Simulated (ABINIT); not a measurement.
GaSb:

```xyz
2
Lattice="-2.7534 2.7534 1.5907 2.7534 -2.7534 1.5907 2.7534 2.7534 -1.5907" Properties=species:S:1:pos:R:3 pbc="T T T"
Sb    0.0000    0.0000    0.0000
Ga    0.0000    2.7534    0.7954
```

Measurements of this composition are mostly on another form, of space group No. 216.

```yaml
Program: ABINIT 10.8.3 (patched build)
Task: relaxation of cell and atoms
Functional: LDA
Potentials_or_basis: JTH PAW LDA v2.0
Cutoff: 463 eV
k_mesh: 10 × 10 × 10
Occupations: fermi-dirac, width 0.05 eV
Spin: no spin polarisation
```

At the start: pressure -4.3 GPa; volume 24.12 Å³/atom.

Where does the relaxation end?

Over 7 steps the energy falls by 27.2 meV/atom and the volume is 22.25 Å³/atom (-7.7 %); space group I-4m2 (No. 119, to 0.05 Å).

Step by step:
```
step  energy change (eV)  largest force (eV/Å)  pressure (GPa)  volume (Å³)
   1              0.0000                0.0000           -4.30        48.24
   2             -0.0158                0.0000           -3.69        47.61
   3             -0.0530                0.0000            0.60        44.15
   4             -0.0537                0.0000           -0.05        44.58
   5             -0.0538                0.0000           -0.02        44.56
   6             -0.0543                0.0000            0.09        44.46
   7             -0.0544                0.0000            0.02        44.51
```

Final structure:
```cif
data_structure
_symmetry_space_group_name_H-M 'P 1'
_symmetry_Int_Tables_number 1
_cell_length_a 4.1047
_cell_length_b 4.1047
_cell_length_c 4.1047
_cell_angle_alpha 98.048
_cell_angle_beta 98.048
_cell_angle_gamma 136.054
_cell_volume 44.51
loop_
_atom_site_label
_atom_site_type_symbol
_atom_site_fract_x
_atom_site_fract_y
_atom_site_fract_z
_atom_site_occupancy
Sb1 Sb 0.00000 0.00000 0.00000 1
Ga1 Ga 0.75000 0.25000 0.50000 1
```
